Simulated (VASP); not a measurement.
The system is CaSe.

```
Se Ca
1.0
     0.00000    2.95600    2.95600
     2.95600    0.00000    2.95600
     2.95600    2.95600    0.00000
Se Ca
1 1
Cartesian
  2.9560 2.9560 2.9560
  0.0000 0.0000 0.0000
```

- Program: VASP 6.6.1
- Task: single point
- Functional: r2SCAN
- Potentials or basis: VASP PAW PBE potentials, release 64 (Se, Ca_sv)
- Cutoff: 900 eV
- k mesh: 11 × 11 × 11
- Occupations: gaussian, width 0.05 eV
- Spin: no spin polarisation

On this cell: pressure 0.9 GPa; largest force zero by symmetry; band gap on the k mesh 2.52 eV, indirect (least direct gap 3.45 eV).

The same run follows on a disturbed copy (grid = ENCUT=900 k=11x11x11 ISMEAR=0 SIGMA=0.05 PREC=Accurate EDIFF=1e-08 LREAL=False ADDGRID=False LASPH=True; atoms moved at random, drawn with an rms of 0.1 Å):

```
Se Ca
1.0
     0.00000    2.95600    2.95600
     2.95600    0.00000    2.95600
     2.95600    2.95600    0.00000
Se Ca
1 1
Direct
  0.51371 0.48803 0.50231
  0.00846 0.99725 0.99085
```

Problem. What does the disturbed cell give?

Solution. The energy moves by +2.3 meV/atom; pressure 0.9 GPa; largest force 0.177 eV/Å; band gap on the k mesh 2.52 eV, indirect (least direct gap 3.46 eV).

Forces on the atoms (eV/Å):
```
Se  -0.023 -0.171  0.040
Ca   0.023  0.171 -0.040
```

Stress tensor (GPa, compression positive):
```
 0.87 -0.01  0.00
-0.01  1.04  0.01
 0.00  0.01  0.88
```

Caveats: the PAW data sets were made with another functional, which shifts forces and pressure a little; an odd mesh through Γ misses points on the zone boundary, where band edges often lie.
